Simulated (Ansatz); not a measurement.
# CuO (Tenorite) under changes of volume

One of the cells (10.135 Å³/atom); the others are scaled copies at fixed shape and fractional positions:

```
CELL_PARAMETERS angstrom
2.34185 -1.71130 0.00000
2.34185 1.71130 0.00000
-0.85003 0.00000 5.05787
ATOMIC_POSITIONS crystal
Cu 0.50000 0.00000 0.50000
Cu 0.00000 0.50000 0.00000
O 0.41840 0.58160 0.75000
O 0.58160 0.41840 0.25000
```

```yaml
Program: Ansatz 0.2.0
Functional: PBEsol
Dispersion: D4
Potentials_or_basis: Ansatz PAW
Cutoff: "420 eV (not typed: the program's choice for these potentials)"
k_mesh: 10 × 10 × 5
Occupations: fermi-dirac, width 0.05 eV
Spin: no spin polarisation
```

```tsv
volume (Å³/atom)	energy over the lowest point (meV/atom)	pressure (GPa)	largest force (eV/Å)
9.527	?	?	?
9.730	0.33	2.3	0.230
9.932	0.00	-1.7	0.298
10.135	4.47	-5.3	0.361
10.338	13.21	-8.4	0.418
10.540	25.76	-11.3	0.470
10.743	41.67	-13.8	0.518
```

**Question.** What does the run at 9.527 Å³/atom give?

**Answer.** Energy over the lowest point 6.09 meV/atom; pressure 6.9 GPa; largest force 0.155 eV/Å.

Worked out: A Birch-Murnaghan fit of order 3 (a polynomial in V^(-2/3)) to the other rows has its minimum at 9.84 Å³/atom with B0 = V·E''(V) = 194 GPa and B' = 4.8 at fixed shape and positions, which overstates the stiffness. It gives 6.10 meV/atom at 9.527 Å³/atom, against the run's 6.09, and -dE/dV = 6.9 GPa, against 6.9.

Energies are extrapolated to zero smearing.

Caveats: the run has no spin polarisation, though such a crystal can be magnetic; pairwise dispersion overbinds metals, which lowers pressure and volume; the PAW data sets come from PBE, with cores solved anew for the run's functional, which leaves a small shift of forces and pressure.
